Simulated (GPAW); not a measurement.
# P K-edge XANES of InP (F-43m), part 3 of 3

How does the P K edge of InP (F-43m) move when the bonds are compressed or stretched?

GPAW 26.7.0; X-ray absorption from dipole matrix elements to empty bands, plane-wave PAW PBE.

So far. Step 4 (Spectrum with FCH, P atom 2): The hole costs E(hole) − E(ground) = 2149.33 eV, and the lowest empty level of the hole cell on the spectrum's mesh lies at 5.14 eV, which puts the zero at 2154.47 eV. One term is added: -15.96 eV, since the hole is spin-paired here and a spin-polarised one costs that much less in the free atom (computed apart). The photon energy is then 2138.51 eV. The functional and the charged cell's background leave an error of a few eV in such absolute values.

The database entry behind the starting cell differs from later determinations by our own check (0.1 to 0.3 % short, probably kX units), so it need not match the best structure at ambient conditions.

## 8. Spectrum with FCH, P atom 2

Shorter bonds are expected to push antibonding states and scattering resonances up, and longer ones down; the cell is scaled to test that.

Changed against the first core-hole run: volume scale from 1 to 0.97.

xas.py reads:

```python
import numpy as np
from ase import Atoms
from ase.parallel import parprint, paropen
from gpaw import GPAW, PW, FermiDirac, Mixer, MixerDif, setup_paths
from gpaw.test import gen
setup_paths.insert(0, '.')
gen('P', name='fch1s', xcname='PBE', corehole=(1, 0, 1), write_xml=True)
from gpaw.mpi import world
world.barrier()

atoms = Atoms('In4P4',
    cell=[[0, -5.80179393, 0],
     [-5.80179393, 0, 0],
     [0, 0, -5.80179393]],
    scaled_positions=[[0, 0, 0],
     [0.5, 0, 0.5],
     [0, 0.5, 0.5],
     [0.5, 0.5, 0],
     [0.25, 0.25, 0.25],
     [0.75, 0.25, 0.75],
     [0.25, 0.75, 0.75],
     [0.75, 0.75, 0.25]],
    pbc=True)
atoms.calc = calc = GPAW(legacy_gpaw=True, mode=PW(430, force_complex_dtype=True), xc='PBE', setups={4: 'fch1s'},
    kpts={'size': (3, 3, 3), 'gamma': True}, occupations=FermiDirac(0.02),
    charge=0, mixer=Mixer(0.1, 5, 50), maxiter=150,
    convergence={'density': 0.0001, 'eigenstates': 1e-6}, txt='scf.txt')
energy = atoms.get_potential_energy() + calc.get_reference_energy()
ef = calc.get_fermi_level()
out = dict(energy=energy, fermi=ef, forces=atoms.get_forces().tolist())
parprint(f'all-electron energy {energy:.4f} eV, Fermi level {ef:.4f} eV')
ev = np.array([[calc.get_eigenvalues(k, s) for k in range(len(calc.get_ibz_k_points()))] for s in range(calc.get_number_of_spins())])
out['homo'], out['lumo'], out['counts'] = ev[ev < ef].max(), ev[ev > ef].min(), sorted(set((ev < ef).sum((0, 2)).tolist()))
out['filled'] = (ev[:, 0] < ef).sum(1).tolist()

from ase.units import Ha
from gpaw.xas import dipole_matrix_elements
nb = int(calc.get_number_of_electrons() / 2) + 119
top, nb = nb, nb + 8 + nb // 12
nscf = calc.fixed_density(kpts={'size': (4, 4, 4), 'gamma': True}, nbands=nb,
    convergence={'bands': top, 'eigenstates': 5e-3}, maxiter=60, txt='nscf.txt')
cell = atoms.cell.array
ops = [cell.T @ U.T @ np.linalg.inv(cell.T) for U in nscf.wfs.kd.symmetry.op_scc]
filled = [36]  # bands filled in the ground state, by spin
E = np.arange(-6, 34, 0.1)
fwhm = np.interp(E, [4, 25], [0.9, 3.5])
Y, X, zero, highest = 0, 0, 1e9, 1e9
for spin in range(nscf.get_number_of_spins()):
    wfs = nscf.wfs
    mine = wfs.bd.get_slice()  # this rank's bands
    A = dipole_matrix_elements(wfs.setups[4])
    eps = np.zeros((wfs.kd.nibzkpts, nb))
    d = np.zeros((3, A.shape[1], wfs.kd.nibzkpts, nb), complex)
    for kpt in wfs.kpt_u:
        if kpt.s == spin and 4 in kpt.P_ani:
            eps[kpt.k, mine] = kpt.eps_n * Ha
            d[:, :, kpt.k, mine] = (kpt.weight * wfs.nspins / 2) ** 0.5 * np.inner(A, kpt.P_ani[4])
    world.sum(eps)
    world.sum(d)
    T = np.einsum('amkn,bmkn->abkn', d, d.conj()).real
    T = sum(np.einsum('ai,ijkn,bj->abkn', R, T, R) for R in ops) / len(ops)
    empty = np.ones_like(eps, bool) & (np.arange(nb) >= filled[spin])
    zero, highest = min(zero, eps[empty].min()), min(highest, eps[:, top - 1].min())
    lines = [(eps, T, empty)] if spin == 0 else lines + [(eps, T, empty)]
for eps, T, empty in lines:
    f = np.einsum('aakn->akn', T).reshape(3, -1)
    x = eps.ravel() - zero
    w = np.interp(x, E, fwhm) / 2.35482
    g = np.exp(-0.5 * ((E[:, None] - x) / w) ** 2) / (w * (2 * np.pi) ** 0.5)
    Y = Y + (f * empty.ravel()) @ g.T
    X = X + (f * ~empty.ravel()) @ g.T
out.update(E=E.round(2).tolist(), xas=Y.tolist(), xes=X.tolist(), zero=zero, valid=highest - zero, nk=len(eps), nb=nb)
for i in range(0, len(E), 10):
    parprint(f'{E[i]:7.2f}', *(f'{v:10.3e}' for v in Y[:, i]))
import json
with paropen('out.json', 'w') as f:
    json.dump(out, f)
```

Launch:

```
OMP_NUM_THREADS=1 mpirun -n 4 gpaw python xas.py
```

Numbers of over 12 decimals in the logs are rounded to 6 here.

The program printed:

```text
Input parameters:
  convergence: {density: 0.0001,
                eigenstates: 1e-06}
  kpts: {gamma: True,
         size: (3, 3, 3)}
  maxiter: 150
  mixer: {backend: pulay,
          beta: 0.1,
          method: separate,
          nmaxold: 5,
          weight: 50}
  mode: {ecut: 430.0,
         force_complex_dtype: True,
         name: pw}
  occupations: {fixmagmom: False,
                name: fermi-dirac,
[...]
*p    :     0.377436
*d    :     0.000000
--------------------------------

Diagonalizing with gridspacing h=0.050

state   all-electron     PAW
-------------------------------
3s:      -0.985623    -0.986051
3p:      -0.622564    -0.622827
*d:                   -0.149877
*f:                   -0.018076
-------------------------------
all-electron energy -674998.2197 eV, Fermi level 5.2569 eV
[...]
32.00  3.848e-06  3.848e-06  3.848e-06
  33.00  3.557e-06  3.557e-06  3.557e-06
[key lines of the parts left out:]
Converged after 15 iterations.
Dipole moment: (0.109610, 0.109610, 0.109610) |e|*Ang
Free energy:    -50.914271
Fermi level: 5.25687
```

The job ended after 56 s (4 MPI ranks of Arm Neoverse V1, shared host; peak memory 0.3 GiB).

| E (eV) | first run | this run |
| --- | --- | --- |
| -2.0 | 0.00 | 0.00 |
| -1.0 | 0.00 | 0.00 |
| 0.0 | 0.00 | 0.00 |
| 1.0 | 0.52 | 0.59 |
| 2.0 | 1.76 | 1.77 |
| 3.0 | 1.58 | 1.53 |
| 4.0 | 1.95 | 2.03 |
| 5.0 | 1.36 | 1.28 |
| 6.0 | 1.13 | 1.13 |
| 7.0 | 1.56 | 1.56 |
| 8.0 | 1.05 | 1.03 |
| 9.0 | 0.73 | 0.73 |
| 10.0 | 0.58 | 0.61 |
| 11.0 | 0.64 | 0.65 |
| 12.0 | 0.96 | 0.95 |
| 13.0 | 1.10 | 1.09 |
| 14.0 | 1.07 | 1.07 |
| 15.0 | 0.97 | 0.99 |
| 16.0 | 0.79 | 0.82 |
| 17.0 | 0.60 | 0.61 |
| 18.0 | 0.58 | 0.56 |
| 19.0 | 0.68 | 0.65 |
| 20.0 | 0.76 | 0.74 |
| 21.0 | 0.77 | 0.75 |
| 22.0 | 0.80 | 0.76 |
| 23.0 | 0.97 | 0.90 |
| 24.0 | 1.15 | 1.10 |
| 25.0 | 1.18 | 1.19 |
| 26.0 | 1.09 | 1.14 |
| 27.0 | 0.96 | 1.01 |
| 28.0 | 0.91 | 0.91 |
| 29.0 | 0.99 | 0.94 |
| 30.0 | 1.11 | 1.07 |

Against the first run the r.m.s. difference is 4 %. The highest intensity below 16 eV goes from 4.0 eV (1.95) to 4.0 eV (2.03).

The photon energy of the zero moves by +0.15 eV.

## 9. Supercell without a hole, the energy reference

The cell changes for the next run, so it gets a reference energy of its own.

The cell differs from the one that the last finished run ended in (a 5.802 → 5.919 Å, b 5.802 → 5.919 Å, c 5.802 → 5.919 Å).

scf.py reads:

```python
import numpy as np
from ase import Atoms
from ase.parallel import parprint, paropen
from gpaw import GPAW, PW, FermiDirac, Mixer, MixerDif, setup_paths
from gpaw.test import gen
setup_paths.insert(0, '.')
gen('P', name='nch1s', xcname='PBE', corehole=(1, 0, 0), write_xml=True)
from gpaw.mpi import world
world.barrier()

atoms = Atoms('In4P4',
    cell=[[0, -5.91903348, 0],
     [-5.91903348, 0, 0],
     [0, 0, -5.91903348]],
    scaled_positions=[[0, 0, 0],
     [0.5, 0, 0.5],
     [0, 0.5, 0.5],
     [0.5, 0.5, 0],
     [0.25, 0.25, 0.25],
     [0.75, 0.25, 0.75],
     [0.25, 0.75, 0.75],
     [0.75, 0.75, 0.25]],
    pbc=True)
atoms.calc = calc = GPAW(legacy_gpaw=True, mode=PW(430, force_complex_dtype=True), xc='PBE', setups={4: 'nch1s'},
    kpts={'size': (3, 3, 3), 'gamma': True}, occupations=FermiDirac(0.02),
    charge=0, mixer=Mixer(0.1, 5, 50), maxiter=150,
    convergence={'density': 0.0001, 'eigenstates': 1e-6}, txt='scf.txt')
energy = atoms.get_potential_energy() + calc.get_reference_energy()
ef = calc.get_fermi_level()
out = dict(energy=energy, fermi=ef, forces=atoms.get_forces().tolist())
parprint(f'all-electron energy {energy:.4f} eV, Fermi level {ef:.4f} eV')
ev = np.array([[calc.get_eigenvalues(k, s) for k in range(len(calc.get_ibz_k_points()))] for s in range(calc.get_number_of_spins())])
out['homo'], out['lumo'], out['counts'] = ev[ev < ef].max(), ev[ev > ef].min(), sorted(set((ev < ef).sum((0, 2)).tolist()))
out['filled'] = (ev[:, 0] < ef).sum(1).tolist()
import json
with paropen('out.json', 'w') as f:
    json.dump(out, f)
```

Launch:

```
OMP_NUM_THREADS=1 mpirun -n 4 gpaw python scf.py
```

The program printed:

```text
Input parameters:
  convergence: {density: 0.0001,
                eigenstates: 1e-06}
  kpts: {gamma: True,
         size: (3, 3, 3)}
  maxiter: 150
  mixer: {backend: pulay,
          beta: 0.1,
          method: separate,
          nmaxold: 5,
          weight: 50}
  mode: {ecut: 430.0,
         force_complex_dtype: True,
         name: pw}
  occupations: {fixmagmom: False,
                name: fermi-dirac,
[...]
3s(2) :    -0.513310     1.123125
*s    :     0.486690
3p(3) :    -0.202354     1.007558
*p    :     0.797646
*d    :     0.000000
--------------------------------

Diagonalizing with gridspacing h=0.050

state   all-electron     PAW
-------------------------------
3s:      -0.513310    -0.513614
3p:      -0.202354    -0.202609
*d:                    0.037583
*f:                    0.071811
-------------------------------
all-electron energy -677147.4738 eV, Fermi level 4.8989 eV
[key lines of the parts left out:]
Converged after 11 iterations.
Dipole moment: (0.000056, 0.000056, 0.000056) |e|*Ang
Free energy:    -34.140270
Fermi level: 4.89887
```

Run time: 9.7 s. Hardware: 4 MPI ranks; peak memory 0.2 GiB.

Reference energy: -677147.474 eV with the cores included.

## 10. Spectrum with FCH, P atom 2

Shorter bonds are expected to push antibonding states and scattering resonances up, and longer ones down; the cell is scaled to test that.

Changed against the first core-hole run: volume scale from 1 to 1.03.

xas.py: that of step 8 with these lines changed.

```diff
@@ -11,5 +11,5 @@
 atoms = Atoms('In4P4',
-    cell=[[0, -5.80179393, 0],
-     [-5.80179393, 0, 0],
-     [0, 0, -5.80179393]],
+    cell=[[0, -5.91903348, 0],
+     [-5.91903348, 0, 0],
+     [0, 0, -5.91903348]],
     scaled_positions=[[0, 0, 0],
@@ -37,3 +37,3 @@
 from gpaw.xas import dipole_matrix_elements
-nb = int(calc.get_number_of_electrons() / 2) + 119
+nb = int(calc.get_number_of_electrons() / 2) + 126
 top, nb = nb, nb + 8 + nb // 12
```

Launch:

```
OMP_NUM_THREADS=1 mpirun -n 4 gpaw python xas.py
```

The program printed:

```text
Input parameters:
  convergence: {density: 0.0001,
                eigenstates: 1e-06}
  kpts: {gamma: True,
         size: (3, 3, 3)}
  maxiter: 150
  mixer: {backend: pulay,
          beta: 0.1,
          method: separate,
          nmaxold: 5,
          weight: 50}
  mode: {ecut: 430.0,
         force_complex_dtype: True,
         name: pw}
  occupations: {fixmagmom: False,
                name: fermi-dirac,
[...]
*p    :     0.377436
*d    :     0.000000
--------------------------------

Diagonalizing with gridspacing h=0.050

state   all-electron     PAW
-------------------------------
3s:      -0.985623    -0.986051
3p:      -0.622564    -0.622827
*d:                   -0.149877
*f:                   -0.018076
-------------------------------
all-electron energy -674997.8513 eV, Fermi level 4.4926 eV
[...]
32.00  3.595e-06  3.595e-06  3.595e-06
  33.00  3.195e-06  3.195e-06  3.195e-06
[key lines of the parts left out:]
Converged after 15 iterations.
Dipole moment: (0.103619, 0.103619, 0.103619) |e|*Ang
Free energy:    -50.545955
Fermi level: 4.49262
```

Elapsed: 64 s, on 4 MPI ranks; peak memory 0.31 GiB; 4.3 min of CPU time.

| E (eV) | first run | this run |
| --- | --- | --- |
| -2.0 | 0.00 | 0.00 |
| -1.0 | 0.00 | 0.00 |
| 0.0 | 0.00 | 0.00 |
| 1.0 | 0.52 | 0.45 |
| 2.0 | 1.76 | 1.74 |
| 3.0 | 1.58 | 1.64 |
| 4.0 | 1.95 | 1.84 |
| 5.0 | 1.36 | 1.44 |
| 6.0 | 1.13 | 1.15 |
| 7.0 | 1.56 | 1.55 |
| 8.0 | 1.05 | 1.08 |
| 9.0 | 0.73 | 0.73 |
| 10.0 | 0.58 | 0.56 |
| 11.0 | 0.64 | 0.64 |
| 12.0 | 0.96 | 0.96 |
| 13.0 | 1.10 | 1.10 |
| 14.0 | 1.07 | 1.07 |
| 15.0 | 0.97 | 0.96 |
| 16.0 | 0.79 | 0.76 |
| 17.0 | 0.60 | 0.60 |
| 18.0 | 0.58 | 0.60 |
| 19.0 | 0.68 | 0.71 |
| 20.0 | 0.76 | 0.79 |
| 21.0 | 0.77 | 0.79 |
| 22.0 | 0.80 | 0.85 |
| 23.0 | 0.97 | 1.03 |
| 24.0 | 1.15 | 1.17 |
| 25.0 | 1.18 | 1.16 |
| 26.0 | 1.09 | 1.04 |
| 27.0 | 0.96 | 0.92 |
| 28.0 | 0.91 | 0.93 |
| 29.0 | 0.99 | 1.04 |
| 30.0 | 1.11 | 1.15 |
| 31.0 | 1.16 | 1.15 |
| 32.0 | 1.11 | 1.07 |

Against the first run the r.m.s. difference is 4 %. Another feature, at 2.4 eV (1.94), becomes the highest below 16 eV; the one at 4.0 eV (1.95) is now at 4.2 eV (1.87).

The photon energy of the zero moves by -0.15 eV.

## 11. Reference energy of the supercell

The cell changes for the next run, so it gets a reference energy of its own.

The cell differs from the one that the last finished run ended in (a 5.919 → 5.976 Å, b 5.919 → 5.976 Å, c 5.919 → 5.976 Å).

scf.py: that of step 9 with these lines changed.

```diff
@@ -11,5 +11,5 @@
 atoms = Atoms('In4P4',
-    cell=[[0, -5.91903348, 0],
-     [-5.91903348, 0, 0],
-     [0, 0, -5.91903348]],
+    cell=[[0, -5.97595075, 0],
+     [-5.97595075, 0, 0],
+     [0, 0, -5.97595075]],
     scaled_positions=[[0, 0, 0],
```

Launch:

```
OMP_NUM_THREADS=1 mpirun -n 4 gpaw python scf.py
```

The program printed:

```text
Input parameters:
  convergence: {density: 0.0001,
                eigenstates: 1e-06}
  kpts: {gamma: True,
         size: (3, 3, 3)}
  maxiter: 150
  mixer: {backend: pulay,
          beta: 0.1,
          method: separate,
          nmaxold: 5,
          weight: 50}
  mode: {ecut: 430.0,
         force_complex_dtype: True,
         name: pw}
  occupations: {fixmagmom: False,
                name: fermi-dirac,
[...]
3s(2) :    -0.513310     1.123125
*s    :     0.486690
3p(3) :    -0.202354     1.007558
*p    :     0.797646
*d    :     0.000000
--------------------------------

Diagonalizing with gridspacing h=0.050

state   all-electron     PAW
-------------------------------
3s:      -0.513310    -0.513614
3p:      -0.202354    -0.202609
*d:                    0.037583
*f:                    0.071811
-------------------------------
all-electron energy -677147.4784 eV, Fermi level 4.5299 eV
[key lines of the parts left out:]
Converged after 11 iterations.
Dipole moment: (0.000049, 0.000049, 0.000049) |e|*Ang
Free energy:    -34.144871
Fermi level: 4.52991
```

Run time: 9.7 s. Hardware: 4 MPI ranks; peak memory 0.2 GiB; 38 s of CPU time.

Reference energy: -677147.478 eV with the cores included.

## 12. Spectrum with FCH, P atom 2

Shorter bonds are expected to push antibonding states and scattering resonances up, and longer ones down; the cell is scaled to test that.

Changed against the first core-hole run: volume scale from 1 to 1.06.

xas.py: that of step 10 with these lines changed.

```diff
@@ -11,5 +11,5 @@
 atoms = Atoms('In4P4',
-    cell=[[0, -5.91903348, 0],
-     [-5.91903348, 0, 0],
-     [0, 0, -5.91903348]],
+    cell=[[0, -5.97595075, 0],
+     [-5.97595075, 0, 0],
+     [0, 0, -5.97595075]],
     scaled_positions=[[0, 0, 0],
@@ -37,3 +37,3 @@
 from gpaw.xas import dipole_matrix_elements
-nb = int(calc.get_number_of_electrons() / 2) + 126
+nb = int(calc.get_number_of_electrons() / 2) + 130
 top, nb = nb, nb + 8 + nb // 12
```

Launch:

```
OMP_NUM_THREADS=1 mpirun -n 4 gpaw python xas.py
```

The program printed:

```text
Input parameters:
  convergence: {density: 0.0001,
                eigenstates: 1e-06}
  kpts: {gamma: True,
         size: (3, 3, 3)}
  maxiter: 150
  mixer: {backend: pulay,
          beta: 0.1,
          method: separate,
          nmaxold: 5,
          weight: 50}
  mode: {ecut: 430.0,
         force_complex_dtype: True,
         name: pw}
  occupations: {fixmagmom: False,
                name: fermi-dirac,
[...]
*p    :     0.377436
*d    :     0.000000
--------------------------------

Diagonalizing with gridspacing h=0.050

state   all-electron     PAW
-------------------------------
3s:      -0.985623    -0.986051
3p:      -0.622564    -0.622827
*d:                   -0.149877
*f:                   -0.018076
-------------------------------
all-electron energy -674997.5814 eV, Fermi level 4.1390 eV
[...]
32.00  3.441e-06  3.441e-06  3.441e-06
  33.00  3.010e-06  3.010e-06  3.010e-06
[key lines of the parts left out:]
Converged after 14 iterations.
Dipole moment: (0.099737, 0.099737, 0.099737) |e|*Ang
Free energy:    -50.276056
Fermi level: 4.13903
```

The job ended after 66 s (4 MPI ranks; peak memory 0.32 GiB).

| E (eV) | first run | this run |
| --- | --- | --- |
| -2.0 | 0.00 | 0.00 |
| -1.0 | 0.00 | 0.00 |
| 0.0 | 0.00 | 0.00 |
| 1.0 | 0.52 | 0.38 |
| 2.0 | 1.76 | 1.70 |
| 3.0 | 1.58 | 1.73 |
| 4.0 | 1.95 | 1.72 |
| 5.0 | 1.36 | 1.53 |
| 6.0 | 1.13 | 1.17 |
| 7.0 | 1.56 | 1.53 |
| 8.0 | 1.05 | 1.11 |
| 9.0 | 0.73 | 0.72 |
| 10.0 | 0.58 | 0.53 |
| 11.0 | 0.64 | 0.64 |
| 12.0 | 0.96 | 0.96 |
| 13.0 | 1.10 | 1.10 |
| 14.0 | 1.07 | 1.06 |
| 15.0 | 0.97 | 0.94 |
| 16.0 | 0.79 | 0.74 |
| 17.0 | 0.60 | 0.60 |
| 18.0 | 0.58 | 0.63 |
| 19.0 | 0.68 | 0.74 |
| 20.0 | 0.76 | 0.80 |
| 21.0 | 0.77 | 0.81 |
| 22.0 | 0.80 | 0.89 |
| 23.0 | 0.97 | 1.08 |
| 24.0 | 1.15 | 1.18 |
| 25.0 | 1.18 | 1.12 |
| 26.0 | 1.09 | 0.99 |
| 27.0 | 0.96 | 0.91 |
| 28.0 | 0.91 | 0.96 |
| 29.0 | 0.99 | 1.09 |
| 30.0 | 1.11 | 1.16 |
| 31.0 | 1.16 | 1.14 |
| 32.0 | 1.11 | 1.03 |

Against the first run the r.m.s. difference is 7 %. Another feature, at 2.5 eV (1.98), becomes the highest below 16 eV; the one at 4.0 eV (1.95) is now at 4.3 eV (1.80).

The photon energy of the zero moves by -0.30 eV.

## 13. The volumes side by side

| volume | nearest distance (Å) | shift of the zero (eV) | maximum 1 (eV above own zero) | maximum 2 (eV above own zero) | maximum 3 (eV above own zero) | maximum 4 (eV above own zero) |
| --- | --- | --- | --- | --- | --- | --- |
| 0.94 | 2.486 | +0.29 | 2.2 | 3.9 | 6.9 | 13.2 |
| 0.97 | 2.512 | +0.15 | 2.2 | 4.0 | 6.9 | 13.2 |
| 1 | 2.538 | +0.00 | 2.3 | 4.0 | 7.0 | 13.2 |
| 1.03 | 2.563 | -0.15 | 2.4 | 4.2 | 7.0 | 13.2 |
| 1.06 | 2.588 | -0.30 | 2.5 | 4.3 | 7.1 | 13.2 |

The curves, each shifted by its zero's change so that they share one photon-energy axis, counted from the zero at V × 1:

| E (eV) | V × 0.94 | V × 0.97 | V × 1 | V × 1.03 | V × 1.06 |
| --- | --- | --- | --- | --- | --- |
| -2.0 | 0.00 | 0.00 | 0.00 | 0.00 | 0.00 |
| -1.0 | 0.00 | 0.00 | 0.00 | 0.00 | 0.00 |
| 0.0 | 0.00 | 0.00 | 0.00 | 0.00 | 0.01 |
| 1.0 | 0.29 | 0.40 | 0.52 | 0.67 | 0.82 |
| 2.0 | 1.48 | 1.63 | 1.76 | 1.86 | 1.94 |
| 3.0 | 1.60 | 1.59 | 1.58 | 1.56 | 1.52 |
| 4.0 | 2.03 | 2.01 | 1.95 | 1.87 | 1.80 |
| 5.0 | 1.34 | 1.34 | 1.36 | 1.37 | 1.39 |
| 6.0 | 1.03 | 1.08 | 1.13 | 1.19 | 1.24 |
| 7.0 | 1.56 | 1.57 | 1.56 | 1.54 | 1.51 |
| 8.0 | 1.12 | 1.09 | 1.05 | 1.01 | 0.95 |
| 9.0 | 0.80 | 0.76 | 0.73 | 0.69 | 0.66 |
| 10.0 | 0.67 | 0.63 | 0.58 | 0.54 | 0.52 |
| 11.0 | 0.62 | 0.62 | 0.64 | 0.68 | 0.73 |
| 12.0 | 0.86 | 0.91 | 0.96 | 1.00 | 1.03 |
| 13.0 | 1.07 | 1.09 | 1.10 | 1.10 | 1.10 |
| 14.0 | 1.08 | 1.08 | 1.07 | 1.06 | 1.04 |
| 15.0 | 1.02 | 1.01 | 0.97 | 0.93 | 0.88 |
| 16.0 | 0.91 | 0.85 | 0.79 | 0.73 | 0.68 |
| 17.0 | 0.69 | 0.64 | 0.60 | 0.59 | 0.59 |
| 18.0 | 0.55 | 0.56 | 0.58 | 0.62 | 0.66 |
| 19.0 | 0.59 | 0.63 | 0.68 | 0.73 | 0.77 |
| 20.0 | 0.69 | 0.73 | 0.76 | 0.79 | 0.81 |
| 21.0 | 0.74 | 0.76 | 0.77 | 0.79 | 0.82 |
| 22.0 | 0.73 | 0.76 | 0.80 | 0.87 | 0.94 |
| 23.0 | 0.79 | 0.87 | 0.97 | 1.06 | 1.12 |
| 24.0 | 0.97 | 1.08 | 1.15 | 1.18 | 1.18 |
| 25.0 | 1.15 | 1.19 | 1.18 | 1.14 | 1.08 |
| 26.0 | 1.20 | 1.15 | 1.09 | 1.02 | 0.95 |
| 27.0 | 1.11 | 1.03 | 0.96 | 0.92 | 0.91 |
| 28.0 | 0.98 | 0.92 | 0.91 | 0.94 | 1.00 |
| 29.0 | 0.91 | 0.93 | 0.99 | 1.06 | 1.12 |
| 30.0 | 0.97 | 1.05 | 1.11 | 1.15 | 1.17 |

## 14. Summary of results

```json
{
  "absorber and edge": "P K, atom 2 of the ground-state input (counted from 1)",
  "surroundings": "4 In at 2.54 Å (tetrahedral, site symmetry -43m)",
  "highest intensity below 16 eV": "4.0 eV above the zero, height 1.95",
  "photon energy of the zero, with the added terms": "2138.5 eV (raw 2154.5 eV; uncertain by a few eV)"
}
```

What this shows: From V × 0.94 to V × 1.06 the nearest distance grows by 0.102 Å and the zero moves by -0.59 eV. Above their own zero, the maxima move from 2.2 to 2.5 eV, from 3.9 to 4.3 eV, from 6.9 to 7.1 eV and from 13.2 to 13.2 eV. The P K edge of atom 2, with 4 In at 2.54 Å (tetrahedral, site symmetry -43m), has its highest intensity of the first 16 eV at 4.0 eV above the zero, near 2143 eV in photon energy (uncertain by a few eV), 2.0 times the mean level of the first 20 eV (Gaussian full width 0.9 eV up to 4 eV, rising linearly to 3.5 eV at 25 eV). The holes are only 5.9 Å apart, so the shape is probably not converged with cell size; no larger cell was run here. The mesh is coarse (0.27 Å⁻¹ between points), so small maxima may be mesh ripples. The structure is a published determination, not relaxed.

[Banner, clock and machine lines of the logs are left out without a mark of their own.]

[Logs are printed without paths, hosts, clocks, repeated set-up lines and the standing remarks that a program may print on its own settings, such as how far it seeks lower states.]

[Hosts, paths, dates, database ids (printed as entryN), source tags and the programs' standing remarks are cut or masked in the printed files.]

[Lists of maxima count a maximum above −3 eV only where it reaches 4 % of the highest in the window and stands out from its surroundings by 2 % of it (1.5 % where it reaches 55 %); shoulders and weaker maxima are passed over, and of the rest the first, up to two pre-edge ones and the few strongest are named.]
